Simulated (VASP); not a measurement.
# C (a cell with a defect) in VASP: relaxation of the atoms with LDA

Aim: the relaxation of the atoms of C (a cell with a defect) with LDA.

All numbers are computed with VASP 6.6.1; they aren't measurements. Logs are shortened: lines on timing, memory, paths and dates and some standing lists are left out, and cuts for length are marked.

### Step 1. The structure

The cell holds a defect, 63 atoms: a = 7.070 Å, b = 7.070 Å, c = 7.070 Å, α = 90.00°, β = 90.00°, γ = 90.00°.

The cell was built by a generator and needn't be a form met in nature.

### Step 2. Relaxation of the atoms, LDA

INCAR

```
SYSTEM = C
  PREC = Accurate
  ENCUT = 450
  EDIFF = 1E-6
  ISMEAR = -1
  SIGMA = 0.05
  LREAL = .False.
  LASPH = .True.
  NELM = 100
  ALGO = Normal
  ISIF = 2
  LWAVE = .False.
  LCHARG = .False.
  IBRION = 2
  NSW = 60
  EDIFFG = -0.02
```

KPOINTS

```
regular mesh
0
Gamma
  2 2 2
  0 0 0
```

POSCAR

```
C
1.0
    7.0700000000      0.0000000000      0.0000000000
    0.0000000000      7.0700000000      0.0000000000
    0.0000000000      0.0000000000      7.0700000000
C
63
Direct
    0.7500000000      0.2500000000      0.0000000000
    0.7500000000      0.0000000000      0.2500000000
    0.0000000000      0.0000000000      0.0000000000
    0.2500000000      0.2500000000      0.0000000000
    0.5000000000      0.5000000000      0.0000000000
    0.7500000000      0.7500000000      0.0000000000
    0.2500000000      0.0000000000      0.2500000000
    0.5000000000      0.2500000000      0.2500000000
    0.7500000000      0.5000000000      0.2500000000
    0.5000000000      0.0000000000      0.5000000000
    0.7500000000      0.2500000000      0.5000000000
    0.7500000000      0.0000000000      0.7500000000
    0.0000000000      0.5000000000      0.0000000000
    0.2500000000      0.7500000000      0.0000000000
    0.0000000000      0.2500000000      0.2500000000
    0.2500000000      0.5000000000      0.2500000000
    0.5000000000      0.7500000000      0.2500000000
    0.0000000000      0.0000000000      0.5000000000
    0.2500000000      0.2500000000      0.5000000000
    0.5000000000      0.5000000000      0.5000000000
    0.7500000000      0.7500000000      0.5000000000
    0.2500000000      0.0000000000      0.7500000000
    0.5000000000      0.2500000000      0.7500000000
    0.7500000000      0.5000000000      0.7500000000
    0.0000000000      0.7500000000      0.2500000000
    0.0000000000      0.5000000000      0.5000000000
    0.2500000000      0.7500000000      0.5000000000
    0.0000000000      0.2500000000      0.7500000000
    0.2500000000      0.5000000000      0.7500000000
    0.5000000000      0.7500000000      0.7500000000
    0.0000000000      0.7500000000      0.7500000000
    0.6250000000      0.1250000000      0.1250000000
    0.8750000000      0.3750000000      0.1250000000
    0.8750000000      0.1250000000      0.3750000000
    0.1250000000      0.1250000000      0.1250000000
    0.3750000000      0.3750000000      0.1250000000
    0.6250000000      0.6250000000      0.1250000000
    0.8750000000      0.8750000000      0.1250000000
    0.3750000000      0.1250000000      0.3750000000
    0.6250000000      0.3750000000      0.3750000000
    0.8750000000      0.6250000000      0.3750000000
    0.6250000000      0.1250000000      0.6250000000
    0.8750000000      0.3750000000      0.6250000000
    0.8750000000      0.1250000000      0.8750000000
    0.1250000000      0.6250000000      0.1250000000
    0.3750000000      0.8750000000      0.1250000000
    0.1250000000      0.3750000000      0.3750000000
    0.3750000000      0.6250000000      0.3750000000
    0.6250000000      0.8750000000      0.3750000000
    0.1250000000      0.1250000000      0.6250000000
    0.3750000000      0.3750000000      0.6250000000
    0.6250000000      0.6250000000      0.6250000000
    0.8750000000      0.8750000000      0.6250000000
    0.3750000000      0.1250000000      0.8750000000
    0.6250000000      0.3750000000      0.8750000000
    0.8750000000      0.6250000000      0.8750000000
    0.1250000000      0.8750000000      0.3750000000
    0.1250000000      0.6250000000      0.6250000000
    0.3750000000      0.8750000000      0.6250000000
    0.1250000000      0.3750000000      0.8750000000
    0.3750000000      0.6250000000      0.8750000000
    0.5625000000      0.9375000000      0.9375000000
    0.1250000000      0.8750000000      0.8750000000
```

Potentials or basis: VASP PAW LDA potentials, release 64 (C).

Run with:

```sh
$ cat potpaw_LDA.64/C/POTCAR > POTCAR
$ mpirun -np 1 vasp_std > vasp.out
```

OUTCAR:

```text
SYSTEM = C
   PREC = Accurate
   ENCUT = 450
   EDIFF = 1E-6
   ISMEAR = -1
   LREAL = .False.
   LASPH = .True.
   NELM = 100
   ISIF = 2
   IBRION = 2
   NSW = 60
   EDIFFG = -0.02

 ion  position               nearest neighbor table
   1  0.750  0.250  0.000-  32 1.53  33 1.53  44 1.53  55 1.53
   2  0.750  0.000  0.250-  32 1.53  34 1.53  38 1.53  49 1.53
   3  0.000  0.000  0.000-  35 1.53  38 1.53  44 1.53  63 1.53
   4  0.250  0.250  0.000-  35 1.53  36 1.53  54 1.53  60 1.53
   5  0.500  0.500  0.000-  36 1.53  37 1.53  55 1.53  61 1.53
   6  0.750  0.750  0.000-  37 1.53  38 1.53  56 1.53  62 1.93
[... 53 lines left out ...]
  60  0.125  0.375  0.875-   4 1.53  13 1.53  28 1.53  29 1.53
  61  0.375  0.625  0.875-   5 1.53  14 1.53  29 1.53  30 1.53
  62  0.562  0.938  0.938-   6 1.93  12 1.93  30 1.93  32 1.93  46 1.93  54 1.93
  63  0.125  0.875  0.875-   3 1.53  14 1.53  22 1.53  31 1.53

  LATTYP: Found a simple cubic cell.
 ALAT       =     7.0700000000

  Lattice vectors:

 A1 = (   7.0700000000,   0.0000000000,   0.0000000000)
 A2 = (   0.0000000000,   7.0700000000,   0.0000000000)
 A3 = (   0.0000000000,   0.0000000000,   7.0700000000)

Analysis of symmetry for initial positions (statically):
=====================================================================
 Subroutine PRICEL returns:
 Original cell was already a primitive cell.

 Routine SETGRP: Setting up the symmetry group for a
 simple cubic supercell.

 Subroutine GETGRP returns: Found 12 space group operations
 (whereof  2 operations were pure point group operations)
 out of a pool of 48 trial point group operations.

The static configuration has the point symmetry C_1h.
 The point group associated with its full space group is D_3d.

Analysis of symmetry for dynamics (positions and initial velocities):
=====================================================================
 Subroutine PRICEL returns:
 Original cell was already a primitive cell.

 Routine SETGRP: Setting up the symmetry group for a
 simple cubic supercell.

 Subroutine GETGRP returns: Found 12 space group operations
 (whereof  2 operations were pure point group operations)
 out of a pool of 48 trial point group operations.

The dynamic configuration has the point symmetry C_1h.
 The point group associated with its full space group is D_3d.

 Subroutine INISYM returns: Found 12 space group operations
 (whereof  2 operations are pure point group operations),
 and found     1 'primitive' translations

----------------------------------------------------------------------------------------

                                     Primitive cell

  volume of cell :     353.3932

  direct lattice vectors                    reciprocal lattice vectors
     7.070000000  0.000000000  0.000000000     0.141442716  0.000000000  0.000000000
     0.000000000  7.070000000  0.000000000     0.000000000  0.141442716  0.000000000
     0.000000000  0.000000000  7.070000000     0.000000000  0.000000000  0.141442716

  length of vectors
     7.070000000  7.070000000  7.070000000     0.141442716  0.141442716  0.141442716

  position of ions in fractional coordinates (direct lattice)
     0.750000000  0.250000000  0.000000000
     0.750000000  0.000000000  0.250000000
     0.000000000  0.000000000  0.000000000
     0.250000000  0.250000000  0.000000000
     0.500000000  0.500000000  0.000000000
     0.750000000  0.750000000  0.000000000
[... 55 lines left out ...]
     0.562500000  0.937500000  0.937500000
     0.125000000  0.875000000  0.875000000

  ion indices of the primitive-cell ions
   primitive index   ion index
                 1           1
                 2           2
                 3           3
                 4           4
                 5           5
[... 79 lines left out ...]

 Subroutine IBZKPT returns following result:
 ===========================================

 Found      4 irreducible k-points:

 Following reciprocal coordinates:
            Coordinates               Weight
  0.000000  0.000000  0.000000      1.000000
  0.500000  0.000000  0.000000      3.000000
  0.500000  0.500000  0.000000      3.000000
  0.500000  0.500000  0.500000      1.000000
   k-points           NKPTS =      4   k-points in BZ     NKDIM =      4   number of bands    NBANDS=    158
   number of dos      NEDOS =    301   number of ions     NIONS =     63
   total plane-waves  NPLWV = 125000
   dimension x,y,z NGX =    50 NGY =   50 NGZ =   50
   dimension x,y,z NGXF=   100 NGYF=  100 NGZF=  100
   ions per type =              63
   NGX,Y,Z   is equivalent  to a cutoff of  11.76, 11.76, 11.76 a.u.
   NGXF,Y,Z  is equivalent  to a cutoff of  23.51, 23.51, 23.51 a.u.
 SYSTEM =  C
   PREC   = accura    normal or accurate (medium, high low for compatibility)
   ISTART =      0    job   : 0-new  1-cont  2-samecut
   ICHARG =      2    charge: 1-file 2-atom 10-const
   ISPIN  =      1    spin polarized calculation?
   LNONCOLLINEAR =      F non collinear calculations
   LSORBIT =      F    spin-orbit coupling
   LASPH  =      T    aspherical Exc in radial PAW
   ENCUT  =  450.0 eV  33.07 Ry    5.75 a.u.  12.23 12.23 12.23*2*pi/ulx,y,z
   NELM   =    100;   NELMIN=  2; NELMDL= -5     # of ELM steps
   EDIFF  = 0.1E-05   stopping-criterion for ELM
   LREAL  =      F    real-space projection
   EDIFFG = -.2E-01   stopping-criterion for IOM
   NSW    =     60    number of steps for IOM
   IBRION =      2    ionic relax: 0-MD 1-quasi-New 2-CG
   NFREE  =      1    steps in history (QN), initial steepest desc. (CG)
   ISIF   =      2    stress and relaxation
   ISYM   =      2    0-nonsym 1-usesym 2-fastsym
   POTIM  = 0.5000    time-step for ionic-motion
   TEBEG  =    0.0;   TEEND  =   0.0 temperature during run
   PSTRESS=    0.0 pullay stress
   NELECT =     252.0000    total number of electrons
   NUPDOWN=      -1.0000    fix difference up-down
   EMIN   =  10.00;   EMAX   =-10.00  energy-range for DOS
   EFERMI =   0.00;   METHOD = LEGACY
   ISMEAR =    -1;   SIGMA  =   0.05  broadening in eV -4-tet -1-fermi 0-gaus
   EFERMI_NEDOS =   21; number of points for ismear=-14 and -15
   IALGO  =     38    algorithm
   IMIX   =      4    mixing-type and parameters
     AMIX     =   0.40;   BMIX     =  1.00
     AMIX_MAG =   1.60;   BMIX_MAG =  1.00
  volume/ion in A,a.u.               =       5.61        37.85
  Fermi-wavevector in a.u.,A,eV,Ry     =   1.462589  2.763892 29.105123  2.139166
  Thomas-Fermi vector in A             =   2.578784
   LORBIT       =      0    0 simple, 1 ext, 2 COOP (PROOUT), +10 PAW based schemes
   GGA     = CA    functional components
   LHFCALC =     F    Hartree Fock is set to
   AEXX    =    0.0000 exact exchange contribution
   IVDW    =     0    specifies the selected vdW correction
   LEPSILON=     F    determine dielectric tensor
   LRPA    =     F    only Hartree local field effects (RPA)
 conjugate gradient relaxation of ions
 non-spin polarized calculation
  energy-cutoff  :      450.00
  volume of cell :      353.39
 maximum number of plane-waves:      7692
 NGX is ok and might be reduce to    50
   NGX = 25   NGY = 25   NGZ = 25

--------------------------------------- Ionic step        1  -------------------------------------------

 number of electron     251.9999999 magnetization

 Free energy of the ion-electron system (eV)
  ---------------------------------------------------
  ext. energy  EPLUGINS =         0.00000000
  ---------------------------------------------------
  free energy    TOTEN  =      -627.18916533 eV

  energy without entropy =     -627.14221346  energy(sigma->0) =     -627.16568939

------------------------ aborting loop because EDIFF is reached ----------------------------------------

  FORCE on cell =-STRESS in cart. coord.  units (eV):
  Direction    XX          YY          ZZ          XY          YZ          ZX
  --------------------------------------------------------------------------------------
  -------------------------------------------------------------------------------------
  Total       -8.4061604     -8.4061604     -8.4061604     10.1816999    -10.1816999     10.1816999
  in kB      -38.1109708    -38.1109708    -38.1109708     46.1607262    -46.1607262     46.1607262
  external PRESSURE =     -38.1109708 kB  Pullay stress =       0.0000000 kB
[... 272 lines left out ...]
  FREE ENERGIE OF THE ION-ELECTRON SYSTEM (eV)
  ---------------------------------------------------
  free  energy   TOTEN  =      -627.9315918435 eV

  energy  without entropy=     -627.8856075075  energy(sigma->0) =     -627.90859968

[... ionic steps 4 to 9 ...]

--------------------------------------- Ionic step       10  -------------------------------------------

 number of electron     251.9999998 magnetization

------------------------ aborting loop because EDIFF is reached ----------------------------------------
[... 189 lines left out ...]
--------------------------------------- Ionic step       12  -------------------------------------------

 number of electron     251.9999998 magnetization

 Free energy of the ion-electron system (eV)
  ---------------------------------------------------
  ext. energy  EPLUGINS =         0.00000000
  ---------------------------------------------------
  free energy    TOTEN  =      -628.21015571 eV

  energy without entropy =     -628.16402638  energy(sigma->0) =     -628.18709105

 E-fermi :  10.9354     XC(G=0): -13.5607

 val. band max:       10.6780776447   @ k =   0.5000   0.0000   0.0000
 cond. band min:      10.9566278736   @ k =   0.5000   0.0000   0.0000
 fundamental gap:      0.2785502289
 Fermi energy:        10.9354237961

 k-point     1 :       0.0000    0.0000    0.0000
  band No.  band energies     occupation
      1     -11.6890      2.00000
      2      -9.5051      2.00000
      3      -9.5051      2.00000
      4      -9.4268      2.00000
      5      -9.4268      2.00000
      6      -9.2481      2.00000
[... 553 lines left out ...]
    137      15.9946      0.00000
    138      15.9946      0.00000
 [bands above 138 left out]

------------------------ aborting loop because EDIFF is reached ----------------------------------------

  FORCE on cell =-STRESS in cart. coord.  units (eV):
  Direction    XX          YY          ZZ          XY          YZ          ZX
  --------------------------------------------------------------------------------------
  -------------------------------------------------------------------------------------
  Total       -7.3192483     -7.3192483     -7.3192483     11.8165504    -11.8165504     11.8165504
  in kB      -33.1832427    -33.1832427    -33.1832427     53.5726405    -53.5726405     53.5726405
  external PRESSURE =     -33.1832427 kB  Pullay stress =       0.0000000 kB
[... 78 lines left out ...]
  FREE ENERGIE OF THE ION-ELECTRON SYSTEM (eV)
  ---------------------------------------------------
  free  energy   TOTEN  =      -628.2101557075 eV

  energy  without entropy=     -628.1640263831  energy(sigma->0) =     -628.18709105

 reached required accuracy - stopping structural energy minimisation
```

Wall time 16 min (1 thread of Intel Xeon 6975P-C (Granite Rapids), shared host); peak memory 0.33 GiB.

What came out:

```
Free energy                  : -628.2102 eV
Energy gained by relaxing    : 16.2 meV/atom
Ionic steps                  : 12
Largest force after relaxing : 0.014 eV/Å
Band gap on the k mesh       : none (metal or under the smearing width)
```

Forces in eV/Å, atoms in the order of the input:
```
C   -0.002  0.007  0.006
C   -0.002  0.006  0.007
C    0.007  0.009  0.009
C   -0.002  0.002 -0.007
C   -0.009 -0.007  0.009
C    0.001 -0.001  0.004
C   -0.002 -0.007  0.002
C    0.007  0.002  0.002
C    0.000  0.003 -0.004
C   -0.009  0.009 -0.007
C    0.000 -0.004  0.003
C    0.001  0.004 -0.001
C   -0.007  0.007  0.001
C   -0.007  0.002  0.006
C   -0.007 -0.006 -0.006
C    0.006  0.007 -0.006
C   -0.006  0.002  0.007
C   -0.007  0.001  0.007
C    0.006 -0.006  0.007
C   -0.001  0.007  0.007
C    0.008 -0.008 -0.002
C   -0.007  0.006  0.002
C   -0.006  0.007  0.002
C    0.008 -0.002 -0.008
C   -0.003  0.000 -0.004
C   -0.008  0.008  0.008
C    0.004  0.000  0.003
C   -0.003 -0.004  0.000
C    0.004  0.003  0.000
C   -0.004 -0.001 -0.001
C    0.002 -0.008 -0.008
C    0.004  0.001  0.001
C   -0.004 -0.003  0.000
C   -0.004  0.000 -0.003
C   -0.002  0.008  0.008
C   -0.008  0.002  0.008
C    0.006 -0.007 -0.002
C    0.007 -0.006 -0.002
C   -0.008  0.008  0.002
C    0.001 -0.007 -0.007
C   -0.006  0.006 -0.007
C    0.006 -0.002 -0.007
C   -0.006 -0.007  0.006
C    0.007 -0.002 -0.006
C    0.003  0.004  0.000
C   -0.001 -0.004  0.001
C    0.008 -0.008 -0.008
C    0.000  0.004 -0.003
C    0.009 -0.009  0.007
C    0.003  0.000  0.004
C    0.000 -0.003  0.004
C   -0.007 -0.002 -0.002
C    0.002  0.007 -0.002
C   -0.001  0.001 -0.004
C    0.009  0.007 -0.009
C    0.002 -0.002  0.007
C    0.007 -0.001 -0.007
C    0.007  0.006  0.006
C    0.002 -0.006 -0.007
C    0.007 -0.007 -0.001
C    0.002 -0.007 -0.006
C    0.000  0.000  0.000
C   -0.007 -0.009 -0.009
```

The path:
| step | energy change (eV) | largest force (eV/Å) | pressure (GPa) |
| --- | --- | --- | --- |
| 1 | 0.0000 | 3.0508 | -3.81 |
| 2 | 0.8499 | 4.0588 | -0.89 |
| 3 | -0.7424 | 0.8586 | -3.26 |
| 4 | -0.9298 | 0.5677 | -3.32 |
| 5 | -0.9398 | 0.4396 | -3.33 |
| 6 | -0.9853 | 0.4608 | -3.35 |
| 7 | -0.9993 | 0.2798 | -3.36 |
| 8 | -1.0171 | 0.1323 | -3.35 |
| 9 | -1.0193 | 0.0793 | -3.36 |
| 10 | -1.0202 | 0.0619 | -3.33 |
| 11 | -1.0208 | 0.0291 | -3.34 |
| 12 | -1.0210 | 0.0139 | -3.32 |

Final structure:
```
C
1.0
     7.07000    0.00000    0.00000
     0.00000    7.07000    0.00000
     0.00000    0.00000    7.07000
C
63
Cartesian
  5.3213 1.7729 7.0684
  5.3213 7.0684 1.7729
  0.0038 7.0675 7.0675
  1.8089 1.7261 7.0550
  3.5375 3.5312 7.0675
  5.2797 5.3253 0.0874
  1.8089 7.0550 1.7261
  3.5500 1.7261 1.7261
  5.3092 3.5287 1.7789
  3.5375 7.0675 3.5312
  5.3092 1.7789 3.5287
  5.2797 0.0874 5.3253
  7.0658 3.5392 0.0070
  1.7621 5.2837 7.0684
  0.0162 1.7610 1.7610
  1.7740 3.5188 1.7610
  3.5366 5.2837 1.7729
  7.0658 0.0070 3.5392
  1.7740 1.7610 3.5188
  3.5280 3.5392 3.5392
  5.2880 5.3170 3.5574
  1.7621 7.0684 5.2837
  3.5366 1.7729 5.2837
  5.2880 3.5574 5.3170
  0.0063 5.2958 1.7789
  7.0670 3.5380 3.5380
  1.7561 5.2958 3.5287
  0.0063 1.7789 5.2958
  1.7561 3.5287 5.2958
  3.4476 5.3253 5.3253
  7.0476 5.3170 5.3170
  4.5061 0.8609 0.8609
  6.1976 2.6576 0.8905
  6.1976 0.8905 2.6576
  0.9061 0.8692 0.8692
  2.6658 2.6289 0.8692
  4.4172 4.4133 0.9026
  6.1917 6.1878 0.9026
  2.6658 0.8692 2.6289
  4.4257 2.6470 2.6470
  6.1798 4.4252 2.6674
  4.4172 0.9026 4.4133
  6.1798 2.6674 4.4252
  6.1917 0.9026 6.1878
  0.8774 4.4074 0.8905
  2.6741 6.0989 0.8609
  0.8867 2.6483 2.6483
  2.6445 4.4074 2.6576
  4.4163 6.1887 2.6550
  0.8774 0.8905 4.4074
  2.6445 2.6576 4.4074
  4.4037 4.4601 4.4601
  6.1449 6.2013 4.4601
  2.6741 0.8609 6.0989
  4.4163 2.6550 6.1887
  6.1449 4.4601 6.2013
  0.8880 6.1793 2.6470
  0.8676 4.4252 4.4252
  2.6324 6.1878 4.4133
  0.8880 2.6470 6.1793
  2.6324 4.4133 6.1878
  3.9769 6.6281 6.6281
  0.8800 6.1887 6.1887
```

Levels at points of the mesh, in eV from the Fermi level:
| k point | band 122 | band 123 | band 124 | band 125 | band 126 | band 127 | band 128 | band 129 |
| --- | --- | --- | --- | --- | --- | --- | --- | --- |
| (0.00, 0.00, 0.00) | -2.95 | -2.00 | -2.00 | -1.49 | 0.56 | 0.56 | 2.06 | 3.18 |
| (0.50, 0.00, 0.00) | -2.90 | -2.79 | -2.40 | -2.30 | -0.26 | 0.02 | 1.87 | 3.00 |
| (0.50, 0.50, 0.00) | -3.02 | -2.70 | -1.87 | -1.74 | -0.40 | 0.21 | 2.06 | 4.11 |
| (0.50, 0.50, 0.50) | -2.76 | -2.76 | -2.27 | -2.27 | 0.02 | 0.02 | 2.22 | 4.20 |

Caveat: the k mesh is coarse (spacing up to 0.44 Å⁻¹), so the values aren't converged; the cutoff is under 1.25 times the usual one of these potentials, so pressure, stress and relaxed cells hold a basis-set (Pulay) error.
